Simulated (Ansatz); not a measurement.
## Relaxation of SiO$_{2}$

The calculation used DFT LDA, scalar-relativistic, plane waves, PAW (Ansatz). Settings: 420 eV cutoff, 6×6×4 k-mesh, Gaussian smearing of 0.02 eV, no spin polarisation.

What was changed: biaxial strain in the a-b plane, c and atoms relaxed: -3.0 %.

Command:

```bash
ansatz run input.yaml --threads 1 --pin off --max-ram 2560MiB --backend cpu --events-out ev --progress --plain --runs-dir out
```

Input:

```yaml
crystal:
  lattice:
    - [4.7810201521, 0.0, 0.0]
    - [0.0, 4.7810201521, 0.0]
    - [0.0, 0.0, 7.4200045878]
  atoms:
    - { symbol: Si, position: [0.0, 0.0, 0.0] }
    - { symbol: Si, position: [0.0, 0.5, 0.25] }
    - { symbol: Si, position: [0.5, 0.5, 0.5] }
    - { symbol: Si, position: [0.5, 0.0, 0.75] }
    - { symbol: O, position: [0.1081327886, 0.25, 0.125] }
    - { symbol: O, position: [0.25, 0.6081327886, 0.375] }
    - { symbol: O, position: [0.75, 0.3918672114, 0.375] }
    - { symbol: O, position: [0.8918672114, 0.75, 0.125] }
    - { symbol: O, position: [0.6081327886, 0.75, 0.625] }
    - { symbol: O, position: [0.75, 0.1081327886, 0.875] }
    - { symbol: O, position: [0.25, 0.8918672114, 0.875] }
    - { symbol: O, position: [0.3918672114, 0.25, 0.625] }
basis:
  ecutwfc: 420
kpoints:
  mp_grid: { grid: [6, 6, 4] }
hamiltonian:
  xc: lda
scf:
  occupations: { method: gaussian, width: 0.02 }
output:
  forces: true
  stress: true
  eigenvalues: true
relax:
  adjacent_minimum: "off"
  f_tol: 0.008
  max_steps: 40
  cell: { stress_tol: 0.015, fix: [a, b, gamma] }
```

F is the free energy. Steps run on the plane waves of an earlier cell, but the last one, and at times one on the way, on a freshly chosen basis, so a repeated geometry can differ a little in energy. The held parts of the cell keep their stress, so P needn't end at zero.

Steps:

| step | F − F(1) (eV) | largest force component (eV/Å) | V (Å³/atom) | P (GPa) |
| --- | --- | --- | --- | --- |
| 1 | 0.0000 | 0.247 | 14.134 | 3.33 |
| 2 | -0.0096 | 0.187 | 14.164 | 2.47 |
| 3 | -0.0214 | 0.047 | 14.198 | 0.67 |
| 4 | -0.0267 | 0.017 | 14.167 | 0.43 |
| 5 | -0.0385 | 0.002 | 14.049 | 0.70 |
| 6 | -0.0394 | 0.000 | 14.035 | 0.72 |
| 7 | -0.0346 | 0.000 | 14.035 | 0.67 |
| 8 | -0.0353 | 0.000 | 14.023 | 0.71 |
| 9 | -0.0345 | 0.000 | 14.023 | 0.71 |

Relaxed structure:

```
CELL_PARAMETERS angstrom
4.78102 0.00000 0.00000
0.00000 4.78102 0.00000
0.00000 0.00000 7.36176
ATOMIC_POSITIONS crystal
Si 0.00000 0.00000 0.00000
Si 0.00000 0.50000 0.25000
Si 0.50000 0.50000 0.50000
Si 0.50000 0.00000 0.75000
O 0.11686 0.25000 0.12500
O 0.25000 0.61686 0.37500
O 0.75000 0.38314 0.37500
O 0.88314 0.75000 0.12500
O 0.61686 0.75000 0.62500
O 0.75000 0.11686 0.87500
O 0.25000 0.88314 0.87500
O 0.38314 0.25000 0.62500
```

It takes space group I-42d (No. 122, tetragonal). The conventional cell has a = 4.781 Å, b = 4.781 Å, c = 7.362 Å, α = 90.00°, β = 90.00°, γ = 90.00°. Around Si (site symmetry -4) lie 4 O at 1.61 Å. Around O (site symmetry 2) lie 2 Si at 1.61 Å.

The run converged. Time: 3.8 min on 1 thread of Intel(R) Xeon(R) Platinum 8375C CPU @ 2.90GHz (Ice Lake) (shared host), peak memory 0.5 GiB.